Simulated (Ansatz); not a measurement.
Molecular dynamics on a 2×2×2 supercell (24 atoms) of Mg₂Si (antifluorite), relaxed with r2SCAN. Forces come from PBEsol in the PAW code Ansatz: a Nosé-Hoover thermostat at fixed volume, 300 K, steps of 2 fs. Computed, non-magnetic; the trajectory is short and the cell small, so nothing here is a converged average.

```yaml
crystal:
  lattice:
    - [0.0, 6.3379263735, 6.3379263735]
    - [6.3379263735, 0.0, 6.3379263735]
    - [6.3379263735, 6.3379263735, 0.0]
  atoms:
    - { symbol: Si, position: [0.0, 0.0, 0.0] }
    - { symbol: Mg, position: [0.125, 0.125, 0.125] }
    - { symbol: Mg, position: [0.375, 0.375, 0.375] }
    - { symbol: Si, position: [0.0, 0.0, 0.5] }
    - { symbol: Mg, position: [0.125, 0.125, 0.625] }
    - { symbol: Mg, position: [0.375, 0.375, 0.875] }
    - { symbol: Si, position: [0.0, 0.5, 0.0] }
    - { symbol: Mg, position: [0.125, 0.625, 0.125] }
    - { symbol: Mg, position: [0.375, 0.875, 0.375] }
    - { symbol: Si, position: [0.0, 0.5, 0.5] }
    - { symbol: Mg, position: [0.125, 0.625, 0.625] }
    - { symbol: Mg, position: [0.375, 0.875, 0.875] }
    - { symbol: Si, position: [0.5, 0.0, 0.0] }
    - { symbol: Mg, position: [0.625, 0.125, 0.125] }
    - { symbol: Mg, position: [0.875, 0.375, 0.375] }
    - { symbol: Si, position: [0.5, 0.0, 0.5] }
    - { symbol: Mg, position: [0.625, 0.125, 0.625] }
    - { symbol: Mg, position: [0.875, 0.375, 0.875] }
    - { symbol: Si, position: [0.5, 0.5, 0.0] }
    - { symbol: Mg, position: [0.625, 0.625, 0.125] }
    - { symbol: Mg, position: [0.875, 0.875, 0.375] }
    - { symbol: Si, position: [0.5, 0.5, 0.5] }
    - { symbol: Mg, position: [0.625, 0.625, 0.625] }
    - { symbol: Mg, position: [0.875, 0.875, 0.875] }
kpoints:
  mp_grid: { grid: [2, 2, 2] }
hamiltonian:
  xc: pbesol
scf:
  occupations: { method: fermi_dirac, width: 0.026 }
md:
  ensemble: nvt_nose_hoover
  temperature: 300
  timestep: 2.0
  n_steps: 40
  initial_velocities: maxwell_boltzmann
  seed: 6942
```

Command: `ansatz run input.yaml --threads 4 --pin off --max-ram 3686MiB --backend cpu --events-out ev --progress --plain --runs-dir out`. It took 5 min on 4 threads of Arm Neoverse N1 (shared host), load about 0.9 per core; peak host memory 1.7 GiB.

| step | t (fs) | T (K) | free energy F from step 0 (meV/atom) | kinetic energy (meV/atom) | largest force (eV/Å) |
| --- | --- | --- | --- | --- | --- |
| 0 | 0 | 300 | 0.0 | 37.2 | 0.00 |
| 1 | 2 | 298 | 0.2 | 36.9 | 0.11 |
| 2 | 4 | 292 | 1.0 | 36.2 | 0.21 |
| 3 | 6 | 282 | 2.2 | 35.0 | 0.32 |
| 4 | 8 | 269 | 3.9 | 33.3 | 0.43 |
| 5 | 10 | 252 | 6.0 | 31.2 | 0.54 |
| 6 | 12 | 232 | 8.4 | 28.8 | 0.64 |
| 7 | 14 | 211 | 11.1 | 26.1 | 0.74 |
| 8 | 16 | 188 | 14.0 | 23.3 | 0.82 |
| 9 | 18 | 165 | 16.9 | 20.4 | 0.90 |
| 10 | 20 | 142 | 19.7 | 17.6 | 0.98 |
| 11 | 22 | 120 | 22.4 | 14.9 | 1.04 |
| 12 | 24 | 101 | 24.9 | 12.5 | 1.10 |
| 13 | 26 | 84 | 27.0 | 10.4 | 1.13 |
| 14 | 28 | 71 | 28.7 | 8.8 | 1.16 |
| 15 | 30 | 61 | 29.9 | 7.6 | 1.16 |
| 16 | 32 | 56 | 30.6 | 6.9 | 1.16 |
| 17 | 34 | 54 | 30.9 | 6.7 | 1.13 |
| 18 | 36 | 56 | 30.7 | 6.9 | 1.10 |
| 19 | 38 | 61 | 30.0 | 7.6 | 1.05 |
| 20 | 40 | 70 | 29.0 | 8.7 | 0.99 |
| 21 | 42 | 81 | 27.7 | 10.1 | 0.92 |
| 22 | 44 | 95 | 26.1 | 11.7 | 0.85 |
| 23 | 46 | 109 | 24.5 | 13.5 | 0.78 |
| 24 | 48 | 124 | 22.7 | 15.4 | 0.70 |
| 25 | 50 | 139 | 21.0 | 17.2 | 0.63 |
| 26 | 52 | 154 | 19.4 | 19.0 | 0.55 |
| 27 | 54 | 167 | 18.0 | 20.6 | 0.47 |
| 28 | 56 | 178 | 16.9 | 22.1 | 0.45 |
| 29 | 58 | 187 | 16.0 | 23.2 | 0.44 |
| 30 | 60 | 194 | 15.4 | 24.1 | 0.45 |
| 31 | 62 | 199 | 15.1 | 24.7 | 0.50 |
| 32 | 64 | 201 | 15.1 | 24.9 | 0.54 |
| 33 | 66 | 201 | 15.5 | 24.9 | 0.58 |
| 34 | 68 | 198 | 16.1 | 24.6 | 0.61 |
| 35 | 70 | 194 | 16.9 | 24.0 | 0.64 |
| 36 | 72 | 187 | 18.0 | 23.2 | 0.66 |
| 37 | 74 | 179 | 19.3 | 22.2 | 0.68 |
| 38 | 76 | 170 | 20.7 | 21.0 | 0.75 |
| 39 | 78 | 160 | 22.2 | 19.8 | 0.83 |
| 40 | 80 | 150 | 23.7 | 18.5 | 0.91 |

The temperature starts at 300 K, is lowest at step 17 (54 K, 34 fs) and ends at 150 K. The thermostat hasn't had time to restore it. The atoms start on their lattice sites with kinetic energy alone, so much of it first passes into potential energy. By the last step the atoms have moved 0.13 Å in the root mean square, the drift of the whole cell taken out, 0.20 Å at most.

Positions (Å) and forces (eV/Å) at step 40:
```
Si  -0.001   0.144   0.019     0.636  -0.401  -0.130
Mg   1.658   1.593   1.565    -0.275   0.166   0.074
Mg   4.699   4.751   4.715     0.102  -0.086   0.153
Si   3.208   3.290  -0.062    -0.319  -0.459  -0.032
Mg   4.848   4.829   1.503    -0.270  -0.069   0.047
Mg   7.895   7.767   4.876     0.071   0.459  -0.432
Si   3.167   0.052   3.196    -0.054  -0.576   0.066
Mg   4.790   1.596   4.793    -0.076  -0.040  -0.207
Mg   7.875   4.743   7.859     0.245  -0.232   0.234
Si   6.178   3.225   3.110     0.873  -0.256   0.075
Mg   7.791   4.791   4.745     0.298  -0.273  -0.153
Mg  11.109   7.939   8.009     0.155   0.157  -0.176
Si   0.048   3.126   3.293     0.077   0.041  -0.166
Mg   1.748   4.770   4.666    -0.508  -0.208   0.336
Mg   4.609   7.984   8.011     0.274  -0.023  -0.335
Si   3.228   6.309   3.061    -0.381   0.212   0.217
Mg   4.739   7.879   4.781    -0.074   0.217   0.058
Mg   7.969  11.068   7.901    -0.006   0.032  -0.057
Si   3.236   3.062   6.308    -0.394   0.451   0.380
Mg   4.808   4.682   8.017    -0.398  -0.012   0.118
Mg   7.936   7.916  10.965    -0.017   0.255   0.133
Si   6.198   6.270   6.436    -0.011   0.148  -0.290
Mg   7.844   7.827   7.807     0.128   0.426   0.511
Mg  11.192  11.125  11.184    -0.078   0.071  -0.424
```
